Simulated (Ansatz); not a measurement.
# Ba (Im-3m) in Ansatz: notebook

Runs on Ba. Level: PBE. Tasks: single point, equation of state.

Program: Ansatz 0.2.0. These are calculated values, not measurements. Logs are shortened: lines on timing, memory, paths and dates and some standing lists are left out, and cuts for length are marked.

### 1 Starting point

Symmetry: Im-3m, No. 229, cubic system. Conventional cell: a = 5.013 Å, b = 5.013 Å, c = 5.013 Å, α = 90.00°, β = 90.00°, γ = 90.00°. Ba (site symmetry m-3m) has 8 Ba at 4.34 Å as nearest neighbours.

### 2 Single point, PBE, 59.21 Å³/atom (another cell of the same crystal, with 1 atom)

Input file input.yaml:

```yaml
crystal:
  lattice:
    - [4.2527607814, 0.0, 0.0]
    - [-1.4175869269, 4.0095413166, 0.0]
    - [-1.4175869269, -2.0047706576, 3.4723646381]
  atoms:
    - { symbol: Ba, position: [0.0, 0.0, 0.0] }
hamiltonian:
  xc: pbe
  pseudopotentials: { kind: paw }
kpoints:
  mp_grid: { grid: [8, 8, 8] }
scf:
  occupations: { method: tetrahedron }
output:
  forces: true
  stress: true
```

Potentials or basis: Ansatz PAW.

The run is started by

```bash
$ ansatz run input.yaml --threads 2 --pin off --max-ram 5632MiB --backend cpu --events-out ev --progress --plain --runs-dir out
```

What it wrote:

```text
Warning: output.forces, output.stress, relax.cell or npt_langevin: where a Kohn–Sham band that disperses or a degenerate level is filled in part under the method tetrahedron, the forces or the stress that this run publishes need not agree with its energy (scf.occupations.method in the input reference, under Limitations); prefer a smearing scheme for the forces or the stress
Warning: RAYON_NUM_THREADS=2 ignored (pool sized by the plan → 2); use --threads N
Engine: ansatz 0.2.0, x86_64-unknown-linux-gnu
Pseudopotentials: kind: paw
Pseudopotential: Ba, paw, valence charge 10, recommended cutoff 420 eV (normal), Ba.paw.azcp
Functional definition: PBE
  parameter kappa = 0.804
  parameter beta = 0.06672455060314922
  exchange = pbe_x(kappa = kappa, mu = beta*pi^2/3)
  correlation = pbe_c(beta = beta)
Crystal: 1 atoms, lattice volume = 59.209 Å³
Basis set: ecut = 420 eV, 1157 PW (Γ), exchange–correlation on 60×60×60 points (8 copies of the dense FFT grid, shifted against one another)
Bands: 9, of which v1, the nominal top of the filled ones, is band 5 counted from 1 (4 counted from 0)
Symmetry: 48 space group operations
Space group: Im-3m (ITA 229), of the structure as read, at distance tolerance 3.9e-5 Å
k-points: 29 of 512
Non-local potential: Ba, projectors of the file, l = 0: 3, l = 1: 2, l = 2: 2, l = 3: 2
PAW form: soft (Blöchl's): semilocal exchange-correlation on the pseudo side does not see the compensation charge
PAW one-centre angular grid: Ba, 194 points (default); XC on 64 Gauss nodes
Initial density: superposition of atomic densities (neutral atoms: chi_scale 0, normalization atom), corrected by the library's trained network
Initial wavefunctions: pseudopotential atomic-orbital guess
Functional: x = pbe(κ = 0.804, μ = 0.2195149727645171), c = pbe(β = 0.06672455060314922)
SCF iter   1: F=—  HF=-5949.534498 eV  |F-HF|=—  |Δ(HF+E_count)|=         —  Δρ=1.24e-3  dr2=1.20e-3  ethr=1.77e-3  ⟨swp⟩=8.4  Hψ=2707  notcnv=0
preconditioner: auto → Kerker (q_TF=auto, 2.028 Å⁻¹)  [metal: no gap  n_scr=12 (ndim 8)  ℏωp=6.8 eV  f_vac=0.000]
SCF iter   2: F=—  HF=-5949.534780 eV  |F-HF|=—  |Δ(HF+E_count)|=   2.82e-4  Δρ=8.54e-4  dr2=5.94e-4  ethr=1.20e-5  ⟨swp⟩=2.7  Hψ=724  notcnv=0
SCF iter   3: F=—  HF=-5949.534831 eV  |F-HF|=—  |Δ(HF+E_count)|=   5.03e-5  Δρ=1.25e-4  dr2=9.04e-6  ethr=5.94e-6  ⟨swp⟩=3.0  Hψ=517  notcnv=0
SCF iter   4: F=—  HF=-5949.534824 eV  |F-HF|=—  |Δ(HF+E_count)|=   6.33e-6  Δρ=6.32e-5  dr2=1.37e-6  ethr=9.04e-8  ⟨swp⟩=3.2  Hψ=525  notcnv=0
SCF iter   5: F=-5949.534825 eV  HF=-5949.534825 eV  |F-HF|=2.31e-8  |Δ(HF+E_count)|=   8.10e-7  Δρ=7.46e-6  dr2=3.54e-8  ethr=1.00e-9  ⟨swp⟩=3.8  Hψ=1193  notcnv=0
SCF 1 converged in 5 iterations: F = -5949.534825 eV  dr2 = 3.54e-8
SCF converged after 5 iterations
Stability not checked: this state was not tested for a lower state beside it, because cold or Methfessel-Paxton smearing, or corrected tetrahedra, fill the levels in a way that the test cannot read (fill_not_monotonic; see scf.lower_state_search)
Free energy (F): -5949.534825 eV
Harris-Foulkes:  -5949.534825 eV  (|F-HF|=2.31e-8)
Internal energy: -5949.534093 eV  (E = F + TS)
E sigma→0 (E₀):  -5949.534825 eV
Entropy (-TS):   -0.000732 eV (-0.732 meV/atom)
Fermi energy:    6.265865 eV
--- Per-component energies (eV) ---
  E_band       = -79.257181
  E_kinetic    = 166.863476
  E_local      = -361.215809  (includes V_loc(G=0)·N_el)
  E_nonlocal   = 57.204361
  E_hartree    = 113.803063
  E_xc         = -166.749220
  E_vxc        = -133.914093  (∫ρ·V_xc dr)
  E_paw        = -5225.869969  (= ΣΔE_a)
  E_vpaw       = -35.803253  (= ΣTr[D̂ρ^β])
  E_aug_tail   = -0.000002  (compensation charges beyond the density's cutoff)
  E_ewald      = -533.569992
  E_smearing   = -0.000732  (= −TS)
  E_closure    = 0.000000  (closes the sum)
  Σ components = -5949.534825   (vs F -5949.534825, Δ=0.00e0)
--- Forces (eV/Å), atoms counted from 1 ---
  atom   1  Ba     0.00000000    -0.00000000    -0.00000000
  max |Σ_I F_I| component: 8.22e-32 eV/Å
--- Stress (GPa, compression-positive) ---
        0.665387       0.000000      -0.000000
        0.000000       0.665387      -0.000000
       -0.000000      -0.000000       0.665387
  P = ⅓ Tr σ = 0.6654 GPa (6.654 kbar)
--- Band table (eV; the first three rows and the last of 29) ---
  k-point 0: bands = ["-22.4497", "-7.3622", "-7.3622", "-7.3622", "3.5456", "8.2198", "8.2198", "8.2198", "9.7081"]
  k-point 1: bands = ["-22.4414", "-7.4508", "-7.3890", "-7.3628", "3.8534", "7.9644", "8.0303", "8.5195", "9.3473"]
  k-point 2: bands = ["-22.4214", "-7.6548", "-7.4528", "-7.3645", "4.6121", "7.4819", "7.4934", "9.3775", "9.4230"]
  k-point 28: bands = ["-22.3511", "-7.7481", "-7.7481", "-7.7481", "5.6858", "5.6858", "10.5754", "10.5754", "10.5754"]
```

Wall time 3 s (2 threads of Intel Xeon at 2.50GHz (Skylake/Cascade Lake), shared host); peak memory 0.32 GiB.

Results:

- Free energy: -5949.5348 eV
- Pressure: 0.7 GPa
- Band gap on the k mesh: none (metal or under the smearing width)

Caveat: with tetrahedron occupations forces and stress needn't match the slope of the energy.

### 3 Single point, PBE, 60.47 Å³/atom (another cell of the same crystal, with 1 atom)

Input file input.yaml:

```yaml
crystal:
  lattice:
    - [4.2827107878, 0.0, 0.0]
    - [-1.4275702623, 4.0377784533, 0.0]
    - [-1.4275702623, -2.018889226, 3.4968187159]
  atoms:
    - { symbol: Ba, position: [0.0, 0.0, 0.0] }
hamiltonian:
  xc: pbe
  pseudopotentials: { kind: paw }
kpoints:
  mp_grid: { grid: [8, 8, 8] }
scf:
  occupations: { method: tetrahedron }
output:
  forces: true
  stress: true
  write_density: true
  write_potential: true
  elf: true
  volumetric_format: npy
```

Potentials or basis: Ansatz PAW.

The run is started by

```bash
$ ansatz run input.yaml --threads 2 --pin off --max-ram 5632MiB --backend cpu --events-out ev --progress --plain --runs-dir out
```

Wall time 3.7 s (2 threads of Intel Xeon at 2.50GHz (Skylake/Cascade Lake), shared host); peak memory 0.32 GiB.

It converged, with:

- Free energy: -5949.5388 eV
- Pressure: 0.5 GPa
- Band gap on the k mesh: none (metal or under the smearing width)

Caveat: with tetrahedron occupations forces and stress needn't match the slope of the energy.

### 4 Single point, PBE, 61.73 Å³/atom (another cell of the same crystal, with 1 atom)

Input file input.yaml:

```yaml
crystal:
  lattice:
    - [4.3122476576, 0.0, 0.0]
    - [-1.4374158856, 4.0656260813, 0.0]
    - [-1.4374158856, -2.03281304, 3.5209354691]
  atoms:
    - { symbol: Ba, position: [0.0, 0.0, 0.0] }
hamiltonian:
  xc: pbe
  pseudopotentials: { kind: paw }
kpoints:
  mp_grid: { grid: [8, 8, 8] }
scf:
  occupations: { method: tetrahedron }
output:
  forces: true
  stress: true
```

The run is started by

```bash
$ ansatz run input.yaml --threads 2 --pin off --max-ram 5632MiB --backend cpu --events-out ev --progress --plain --runs-dir out
```

It took 3.5 s on 2 threads of Intel Xeon at 2.50GHz (Skylake/Cascade Lake), shared host; peak memory 0.32 GiB.

It converged, with:

| Property | Result |
| --- | --- |
| Free energy | -5949.5412 eV |
| Pressure | 0.3 GPa |
| Band gap on the k mesh | none (metal or under the smearing width) |

Caveat: with tetrahedron occupations forces and stress needn't match the slope of the energy.

### 5 Single point, PBE, 62.99 Å³/atom (another cell of the same crystal, with 1 atom)

Changes to input.yaml since step 4:

```diff
@@ -2,5 +2,5 @@
   lattice:
-    - [4.3122476576, 0.0, 0.0]
-    - [-1.4374158856, 4.0656260813, 0.0]
-    - [-1.4374158856, -2.03281304, 3.5209354691]
+    - [4.34138535, 0.0, 0.0]
+    - [-1.4471284497, 4.0930973611, 0.0]
+    - [-1.4471284497, -2.0465486799, 3.5447262953]
   atoms:
```

The run is started by

```bash
$ ansatz run input.yaml --threads 2 --pin off --max-ram 5632MiB --backend cpu --events-out ev --progress --plain --runs-dir out
```

It took 3.3 s on 2 threads of Intel Xeon at 2.50GHz (Skylake/Cascade Lake), shared host; peak memory 0.32 GiB.

The run converged. Its results:

```
Free energy            : -5949.5421 eV
Pressure               : 0.1 GPa
Band gap on the k mesh : none (metal or under the smearing width)
```

Caveat: with tetrahedron occupations forces and stress needn't match the slope of the energy.

### 6 Single point, PBE, 64.25 Å³/atom (another cell of the same crystal, with 1 atom)

Changes to input.yaml since step 5:

```diff
@@ -2,5 +2,5 @@
   lattice:
-    - [4.34138535, 0.0, 0.0]
-    - [-1.4471284497, 4.0930973611, 0.0]
-    - [-1.4471284497, -2.0465486799, 3.5447262953]
+    - [4.3701370843, 0.0, 0.0]
+    - [-1.4567123611, 4.1202047561, 0.0]
+    - [-1.4567123611, -2.0601023774, 3.568201988]
   atoms:
```

Potentials or basis: Ansatz PAW.

The run is started by

```bash
$ ansatz run input.yaml --threads 2 --pin off --max-ram 5632MiB --backend cpu --events-out ev --progress --plain --runs-dir out
```

It took 3.2 s on 2 threads of Intel Xeon at 2.50GHz (Skylake/Cascade Lake), shared host; peak memory 0.32 GiB.

The run converged. Its results:

```
Free energy            : -5949.5415 eV
Pressure               : -0.1 GPa
Band gap on the k mesh : none (metal or under the smearing width)
```

Caveat: with tetrahedron occupations forces and stress needn't match the slope of the energy.

### 7 Single point, PBE, 65.51 Å³/atom (another cell of the same crystal, with 1 atom)

Input file input.yaml:

```yaml
crystal:
  lattice:
    - [4.398515393, 0.0, 0.0]
    - [-1.4661717973, 4.1469600822, 0.0]
    - [-1.4661717973, -2.0734800404, 3.5913727801]
  atoms:
    - { symbol: Ba, position: [0.0, 0.0, 0.0] }
hamiltonian:
  xc: pbe
  pseudopotentials: { kind: paw }
kpoints:
  mp_grid: { grid: [8, 8, 8] }
scf:
  occupations: { method: tetrahedron }
output:
  forces: true
  stress: true
  write_density: true
  write_potential: true
  elf: true
  volumetric_format: npy
```

The run is started by

```bash
$ ansatz run input.yaml --threads 2 --pin off --max-ram 5632MiB --backend cpu --events-out ev --progress --plain --runs-dir out
```

Run time: 3.3 s. Hardware: 2 threads of Intel Xeon at 2.50GHz (Skylake/Cascade Lake), shared host; peak memory 0.33 GiB.

The run converged. Its results:

| Quantity | Value |
| --- | --- |
| Free energy | -5949.5397 eV |
| Pressure | -0.2 GPa |
| Band gap on the k mesh | none (metal or under the smearing width) |

Caveat: with tetrahedron occupations forces and stress needn't match the slope of the energy.

### 8 Single point, PBE, 66.77 Å³/atom (another cell of the same crystal, with 1 atom)

Changes to input.yaml since step 7:

```diff
@@ -2,5 +2,5 @@
   lattice:
-    - [4.398515393, 0.0, 0.0]
-    - [-1.4661717973, 4.1469600822, 0.0]
-    - [-1.4661717973, -2.0734800404, 3.5913727801]
+    - [4.4265321699, 0.0, 0.0]
+    - [-1.475510723, 4.1733745528, 0.0]
+    - [-1.475510723, -2.0866872757, 3.6142483827]
   atoms:
```

The run is started by

```bash
$ ansatz run input.yaml --threads 2 --pin off --max-ram 5632MiB --backend cpu --events-out ev --progress --plain --runs-dir out
```

Wall time 3.9 s (2 threads of Intel Xeon at 2.50GHz (Skylake/Cascade Lake), shared host); peak memory 0.33 GiB.

The run converged. Its results:

| Quantity | Value |
| --- | --- |
| Free energy | -5949.5367 eV |
| Pressure | -0.4 GPa |
| Band gap on the k mesh | none (metal or under the smearing width) |

Caveat: with tetrahedron occupations forces and stress needn't match the slope of the energy.

### 9 Equation of state, PBE

Potentials or basis: Ansatz PAW.

This step only gathers the single runs of the series.

What came out:

- Equilibrium volume: 63.12 Å³/atom
- Bulk modulus: 8.8 GPa
- Pressure derivative of the bulk modulus: 3.1

Energy against volume, from the lowest point:
```
volume (Å³/atom)  energy (meV/atom)
          59.209               7.23
          60.469               3.23
          61.729               0.86
          62.989               0.00
          64.249               0.53
          65.508               2.33
          66.768               5.31
```

The run has no spin-orbit coupling, so splittings on Ba are missing.
